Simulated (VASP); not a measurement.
# TiO2 (P4_2/mnm) in VASP: further runs

The runs below take TiO2 through single point, with PBE.

Program: VASP 6.6.1. These are calculated values, not measurements. Logs are shortened: lines on timing, memory, paths and dates and some standing lists are left out, and cuts for length are marked.

## 1. The crystal as given

The structure is tetragonal, space group P4_2/mnm (No. 136). Conventional cell: a = 4.600 Å, b = 4.600 Å, c = 2.959 Å, α = 90.00°, β = 90.00°, γ = 90.00°. Ti (site symmetry mmm) has 6 O at 1.95 to 1.98 Å as nearest neighbours. O (site symmetry m2m) is surrounded by 3 Ti at 1.95 to 1.98 Å.

The cell is a database's computed one.

## 2. Single point, PBE

File INCAR:

```
PREC = Accurate
ENCUT = 650
EDIFF = 1E-7
ISMEAR = 0
SIGMA = 0.05
LREAL = False
LASPH = True
NELM = 100
ALGO = Normal
ISIF = 2
LWAVE = False
LCHARG = False
GGA = PE
ADDGRID = False
```

File KPOINTS:

```
regular mesh
0
Gamma
  3 3 4
```

File POSCAR:

```
TiO2
1.0
    4.5998373239      0.0000000000      0.0000000000
    0.0000000000      4.5998373239      0.0000000000
    0.0000000000      0.0000000000      2.9592135600
Ti O
2 4
Direct
    0.0000000000      0.0000000000      0.5000000000
    0.5000000000      0.5000000000      0.0000000000
    0.3043213200      0.3043213200      0.5000000000
    0.1956786800      0.8043213200      0.0000000000
    0.8043213200      0.1956786800      0.0000000000
    0.6956786800      0.6956786800      0.5000000000
```

Potentials or basis: VASP PAW PBE potentials, release 64 (Ti_sv, O).

On the command line:

```
$ cat potpaw_PBE.64/Ti_sv/POTCAR potpaw_PBE.64/O/POTCAR > POTCAR
$ mpirun -np 1 vasp_std > vasp.out
```

OUTCAR:

```text
PREC = Accurate
   ENCUT = 650
   EDIFF = 1E-7
   ISMEAR = 0
   LREAL = False
   LASPH = True
   NELM = 100
   ISIF = 2
   GGA = PE

 Found      9 irreducible k-points:

 Following reciprocal coordinates:
            Coordinates               Weight
  0.000000  0.000000  0.000000      1.000000
  0.333333  0.000000  0.000000      4.000000
  0.333333  0.333333  0.000000      4.000000
  0.000000  0.000000  0.250000      2.000000
  0.333333  0.000000  0.250000      8.000000
  0.333333  0.333333  0.250000      8.000000
   k-points           NKPTS =      9   k-points in BZ     NKDIM =      9   number of bands    NBANDS=     28
   number of dos      NEDOS =    301   number of ions     NIONS =      6
   total plane-waves  NPLWV =  44800
   dimension x,y,z NGX =    40 NGY =   40 NGZ =   28
   dimension x,y,z NGXF=    80 NGYF=   80 NGZF=   56
   ions per type =               2   4
   NGX,Y,Z   is equivalent  to a cutoff of  14.46, 14.46, 15.73 a.u.
   NGXF,Y,Z  is equivalent  to a cutoff of  28.91, 28.91, 31.46 a.u.
 SYSTEM =  unknown system
   PREC   = accura    normal or accurate (medium, high low for compatibility)
   ISTART =      0    job   : 0-new  1-cont  2-samecut
   ICHARG =      2    charge: 1-file 2-atom 10-const
   ISPIN  =      1    spin polarized calculation?
   LNONCOLLINEAR =      F non collinear calculations
   LSORBIT =      F    spin-orbit coupling
   LASPH  =      T    aspherical Exc in radial PAW
   ENCUT  =  650.0 eV  47.77 Ry    6.91 a.u.   9.56  9.56  6.15*2*pi/ulx,y,z
   NELM   =    100;   NELMIN=  2; NELMDL= -5     # of ELM steps
   EDIFF  = 0.1E-06   stopping-criterion for ELM
   LREAL  =      F    real-space projection
   EDIFFG = 0.1E-05   stopping-criterion for IOM
   NSW    =      0    number of steps for IOM
   IBRION =     -1    ionic relax: 0-MD 1-quasi-New 2-CG
   NFREE  =      0    steps in history (QN), initial steepest desc. (CG)
   ISIF   =      2    stress and relaxation
   ISYM   =      2    0-nonsym 1-usesym 2-fastsym
   POTIM  = 0.5000    time-step for ionic-motion
   TEBEG  =    0.0;   TEEND  =   0.0 temperature during run
   PSTRESS=    0.0 pullay stress
   NELECT =      48.0000    total number of electrons
   NUPDOWN=      -1.0000    fix difference up-down
   EMIN   =  10.00;   EMAX   =-10.00  energy-range for DOS
   EFERMI =   0.00;   METHOD = LEGACY
   ISMEAR =     0;   SIGMA  =   0.05  broadening in eV -4-tet -1-fermi 0-gaus
   EFERMI_NEDOS =   21; number of points for ismear=-14 and -15
   IALGO  =     38    algorithm
   IMIX   =      4    mixing-type and parameters
     AMIX     =   0.40;   BMIX     =  1.00
     AMIX_MAG =   1.60;   BMIX_MAG =  1.00
  volume/ion in A,a.u.               =      10.44        70.42
  Fermi-wavevector in a.u.,A,eV,Ry     =   1.498309  2.831394 30.544140  2.244931
  Thomas-Fermi vector in A             =   2.610085
   LORBIT       =      0    0 simple, 1 ext, 2 COOP (PROOUT), +10 PAW based schemes
   GGA     = PE    functional components
   LHFCALC =     F    Hartree Fock is set to
   AEXX    =    0.0000 exact exchange contribution
   IVDW    =     0    specifies the selected vdW correction
   LEPSILON=     F    determine dielectric tensor
   LRPA    =     F    only Hartree local field effects (RPA)
 non-spin polarized calculation
 Gauss-broadening in eV      SIGMA  =   0.05
  energy-cutoff  :      650.00
  volume of cell :       62.61
 maximum number of plane-waves:      2404
 NGX is ok and might be reduce to    40
   NGX = 19   NGY = 19   NGZ = 13

 number of electron      48.0000000 magnetization

 Free energy of the ion-electron system (eV)
  ---------------------------------------------------
  ext. energy  EPLUGINS =         0.00000000
  ---------------------------------------------------
  free energy    TOTEN  =       -53.65427936 eV

  energy without entropy =      -53.65427936  energy(sigma->0) =      -53.65427936

 E-fermi :   5.1102     XC(G=0): -11.3973

 val. band max:        4.8279086962   @ k =   0.0000   0.0000   0.0000
 cond. band min:       6.6614958060   @ k =   0.0000   0.0000   0.0000
 fundamental gap:      1.8335871099
 Fermi energy:         5.1102496778

 k-point     1 :       0.0000    0.0000    0.0000
  band No.  band energies     occupation
      1     -52.1201      2.00000
      2     -52.1032      2.00000
      3     -28.4253      2.00000
      4     -28.4253      2.00000
      5     -28.2616      2.00000
      6     -28.2616      2.00000
[... 20 lines left out ...]
     27       7.1953      0.00000
     28       7.2945      0.00000

 k-point     2 :       0.3333    0.0000    0.0000
  band No.  band energies     occupation
      1     -52.1158      2.00000
      2     -52.1074      2.00000
      3     -28.3937      2.00000
      4     -28.3916      2.00000
      5     -28.2984      2.00000
      6     -28.2962      2.00000
[... 20 lines left out ...]
     27       7.6619      0.00000
     28       7.8337      0.00000

 k-point     3 :       0.3333    0.3333    0.0000
  band No.  band energies     occupation
      1     -52.1137      2.00000
      2     -52.1095      2.00000
      3     -28.4344      2.00000
      4     -28.4000      2.00000
      5     -28.2916      2.00000
      6     -28.2560      2.00000
[... 20 lines left out ...]
     27       7.3107      0.00000
     28       7.6945      0.00000

 k-point     4 :       0.0000    0.0000    0.2500
  band No.  band energies     occupation
      1     -52.0978      2.00000
      2     -52.0858      2.00000
      3     -28.4390      2.00000
      4     -28.4178      2.00000
      5     -28.3650      2.00000
      6     -28.3650      2.00000
[... 20 lines left out ...]
     27       7.6203      0.00000
     28       7.9244      0.00000

 k-point     5 :       0.3333    0.0000    0.2500
  band No.  band energies     occupation
      1     -52.0947      2.00000
      2     -52.0888      2.00000
      3     -28.4476      2.00000
      4     -28.4348      2.00000
      5     -28.3377      2.00000
      6     -28.3307      2.00000
[... 20 lines left out ...]
     27       7.8314      0.00000
     28       7.8695      0.00000

 k-point     6 :       0.3333    0.3333    0.2500
  band No.  band energies     occupation
      1     -52.0932      2.00000
      2     -52.0902      2.00000
      3     -28.4400      2.00000
      4     -28.4299      2.00000
      5     -28.3719      2.00000
      6     -28.3386      2.00000
[... 20 lines left out ...]
     27       7.7139      0.00000
     28       7.9304      0.00000

 [... further k-points ...]

------------------------ aborting loop because EDIFF is reached ----------------------------------------

  FORCE on cell =-STRESS in cart. coord.  units (eV):
  Direction    XX          YY          ZZ          XY          YZ          ZX
  --------------------------------------------------------------------------------------
  -------------------------------------------------------------------------------------
  Total        1.8210656      1.8210656      1.7982001      0.0000000      0.0000000      0.0000000
  in kB       46.5988203     46.5988203     46.0137210      0.0000000      0.0000000      0.0000000
  external PRESSURE =      46.4037872 kB  Pullay stress =       0.0000000 kB

 VOLUME and BASIS-vectors are now :
 -----------------------------------------------------------------------------
  energy-cutoff  :      650.00
  volume of cell :       62.61
      direct lattice vectors                 reciprocal lattice vectors
     4.599837324  0.000000000  0.000000000     0.217398993  0.000000000  0.000000000
     0.000000000  4.599837324  0.000000000     0.000000000  0.217398993  0.000000000
     0.000000000  0.000000000  2.959213560     0.000000000  0.000000000  0.337927622

 POSITION                                       TOTAL-FORCE (eV/Angst)
 -----------------------------------------------------------------------------------
      0.00000      0.00000      1.47961         0.000000      0.000000     -0.000000
      2.29992      2.29992      0.00000         0.000000      0.000000     -0.000000
      1.39983      1.39983      1.47961        -0.015700     -0.015700     -0.000000
      0.90009      3.69975      0.00000         0.015700     -0.015700     -0.000000
      3.69975      0.90009      0.00000        -0.015700      0.015700      0.000000
      3.20001      3.20001      1.47961         0.015700      0.015700      0.000000
 -----------------------------------------------------------------------------------
    total drift:                                0.000000      0.000000     -0.000000

  FREE ENERGIE OF THE ION-ELECTRON SYSTEM (eV)
  ---------------------------------------------------
  free  energy   TOTEN  =       -53.6542793644 eV

  energy  without entropy=      -53.6542793644  energy(sigma->0) =      -53.65427936
```

Run time: 27 s. Hardware: 1 thread of AMD EPYC 7R13 (Zen 3), shared host; peak memory 0.17 GiB.

These settings aren't checked as converged: the numbers below hold their error.

Results:

| Item | Value |
| --- | --- |
| Free energy | -53.6543 eV |
| Pressure | 4.6 GPa |
| Largest force | 0.022 eV/Å |
| Band gap on the k mesh | 1.83 eV, direct |

Caveat: the k mesh is coarse (spacing up to 0.53 Å⁻¹), so the values aren't converged; an odd mesh through Γ misses points on the zone boundary, where band edges often lie.

## 3. Single point, PBE

Changes to INCAR since step 2:

```diff
@@ -1,3 +1,3 @@
 PREC = Accurate
-ENCUT = 650
+ENCUT = 900
 EDIFF = 1E-7
```

KPOINTS is that of step 2.

POSCAR is that of step 2.

Potentials or basis: VASP PAW PBE potentials, release 64 (Ti_sv, O).

On the command line:

```
$ cat potpaw_PBE.64/Ti_sv/POTCAR potpaw_PBE.64/O/POTCAR > POTCAR
$ mpirun -np 1 vasp_std > vasp.out
```

OUTCAR:

```text
PREC = Accurate
   ENCUT = 900
   EDIFF = 1E-7
   ISMEAR = 0
   LREAL = False
   LASPH = True
   NELM = 100
   ISIF = 2
   GGA = PE

 Found      9 irreducible k-points:

 Following reciprocal coordinates:
            Coordinates               Weight
  0.000000  0.000000  0.000000      1.000000
  0.333333  0.000000  0.000000      4.000000
  0.333333  0.333333  0.000000      4.000000
  0.000000  0.000000  0.250000      2.000000
  0.333333  0.000000  0.250000      8.000000
  0.333333  0.333333  0.250000      8.000000
   k-points           NKPTS =      9   k-points in BZ     NKDIM =      9   number of bands    NBANDS=     28
   number of dos      NEDOS =    301   number of ions     NIONS =      6
   total plane-waves  NPLWV =  69120
   dimension x,y,z NGX =    48 NGY =   48 NGZ =   30
   dimension x,y,z NGXF=    96 NGYF=   96 NGZF=   60
   ions per type =               2   4
   NGX,Y,Z   is equivalent  to a cutoff of  17.35, 17.35, 16.85 a.u.
   NGXF,Y,Z  is equivalent  to a cutoff of  34.70, 34.70, 33.71 a.u.
 SYSTEM =  unknown system
   PREC   = accura    normal or accurate (medium, high low for compatibility)
   ISTART =      0    job   : 0-new  1-cont  2-samecut
   ICHARG =      2    charge: 1-file 2-atom 10-const
   ISPIN  =      1    spin polarized calculation?
[... 61 lines left out ...]

 k-point     1 :       0.0000    0.0000    0.0000
  band No.  band energies     occupation
      1     -52.1226      2.00000
      2     -52.1058      2.00000
      3     -28.4271      2.00000
      4     -28.4271      2.00000
      5     -28.2634      2.00000
      6     -28.2634      2.00000
[... 175 lines left out ...]
     27       7.7123      0.00000
     28       7.9288      0.00000

 [... further k-points ...]

------------------------ aborting loop because EDIFF is reached ----------------------------------------

  FORCE on cell =-STRESS in cart. coord.  units (eV):
  Direction    XX          YY          ZZ          XY          YZ          ZX
  --------------------------------------------------------------------------------------
  -------------------------------------------------------------------------------------
  Total        2.0139328      2.0139328      1.9891008      0.0000000      0.0000000      0.0000000
  in kB       51.5340537     51.5340537     50.8986333      0.0000000      0.0000000      0.0000000
  external PRESSURE =      51.3222469 kB  Pullay stress =       0.0000000 kB

 VOLUME and BASIS-vectors are now :
 -----------------------------------------------------------------------------
  energy-cutoff  :      900.00
  volume of cell :       62.61
      direct lattice vectors                 reciprocal lattice vectors
     4.599837324  0.000000000  0.000000000     0.217398993  0.000000000  0.000000000
     0.000000000  4.599837324  0.000000000     0.000000000  0.217398993  0.000000000
     0.000000000  0.000000000  2.959213560     0.000000000  0.000000000  0.337927622

 POSITION                                       TOTAL-FORCE (eV/Angst)
 -----------------------------------------------------------------------------------
      0.00000      0.00000      1.47961        -0.000000      0.000000      0.000000
      2.29992      2.29992      0.00000        -0.000000      0.000000      0.000000
      1.39983      1.39983      1.47961        -0.015545     -0.015545     -0.000000
      0.90009      3.69975      0.00000         0.015545     -0.015545      0.000000
      3.69975      0.90009      0.00000        -0.015545      0.015545      0.000000
      3.20001      3.20001      1.47961         0.015545      0.015545      0.000000
 -----------------------------------------------------------------------------------
    total drift:                               -0.000000     -0.000000      0.000000

  FREE ENERGIE OF THE ION-ELECTRON SYSTEM (eV)
  ---------------------------------------------------
  free  energy   TOTEN  =       -53.6662371979 eV

  energy  without entropy=      -53.6662371979  energy(sigma->0) =      -53.66623720
```

OSZICAR:

```text
N       E                     dE             d eps       ncg     rms          rms(c)
DAV:   1     0.817145853931E+03    0.81715E+03   -0.34960E+04   504   0.298E+03
DAV:   2     0.929901169126E+02   -0.72416E+03   -0.70245E+03   508   0.727E+02
DAV:   3    -0.621997899918E+02   -0.15519E+03   -0.14903E+03   808   0.254E+02
DAV:   4    -0.708013087677E+02   -0.86015E+01   -0.85822E+01   712   0.657E+01
DAV:   5    -0.711839642167E+02   -0.38266E+00   -0.38256E+00   744   0.114E+01    0.313E+01
DAV:   6    -0.541511593981E+02    0.17033E+02   -0.11901E+02   608   0.104E+02    0.117E+01
DAV:   7    -0.537729820731E+02    0.37818E+00   -0.17014E+01   628   0.331E+01    0.756E+00
DAV:   8    -0.539509721397E+02   -0.17799E+00   -0.53138E+00   636   0.209E+01    0.508E+00
DAV:   9    -0.536620299735E+02    0.28894E+00   -0.26590E+00   652   0.141E+01    0.119E+00
DAV:  10    -0.536661133728E+02   -0.40834E-02   -0.12866E-01   604   0.283E+00    0.343E-01
DAV:  11    -0.536663099110E+02   -0.19654E-03   -0.85757E-03   684   0.668E-01    0.902E-02
DAV:  12    -0.536663430885E+02   -0.33177E-04   -0.73964E-04   728   0.213E-01    0.115E-01
DAV:  13    -0.536662350017E+02    0.10809E-03   -0.59771E-04   716   0.238E-01    0.102E-02
DAV:  14    -0.536662375472E+02   -0.25455E-05   -0.29898E-05   756   0.374E-02    0.836E-03
DAV:  15    -0.536662372066E+02    0.34052E-06   -0.52942E-06   696   0.264E-02    0.468E-03
DAV:  16    -0.536662371979E+02    0.86911E-08   -0.81981E-07   608   0.962E-03
   1 F= -.53666237E+02 E0= -.53666237E+02  d E =-.354882E-17
```

Wall time 41 s (1 thread of AMD EPYC 7R13 (Zen 3), shared host); peak memory 0.22 GiB.

These settings aren't checked as converged: the numbers below hold their error.

What came out:

```
Free energy            : -53.6662 eV
Pressure               : 5.1 GPa
Largest force          : 0.022 eV/Å
Band gap on the k mesh : 1.83 eV, direct
```

Caveat: the k mesh is coarse (spacing up to 0.53 Å⁻¹), so the values aren't converged; an odd mesh through Γ misses points on the zone boundary, where band edges often lie.

## 4. For comparison

An earlier run on the cell as given: functional PBEsol; potentials or basis VASP PAW PBE potentials, release 64 (Ti_sv, O); cutoff 520 eV; k mesh 6 × 6 × 9; occupations fermi-dirac, width 0.05 eV; no spin polarisation.

- Pressure: -2.1 GPa
- Largest force: 0.047 eV/Å
- Band gap on the k mesh: 1.80 eV, direct
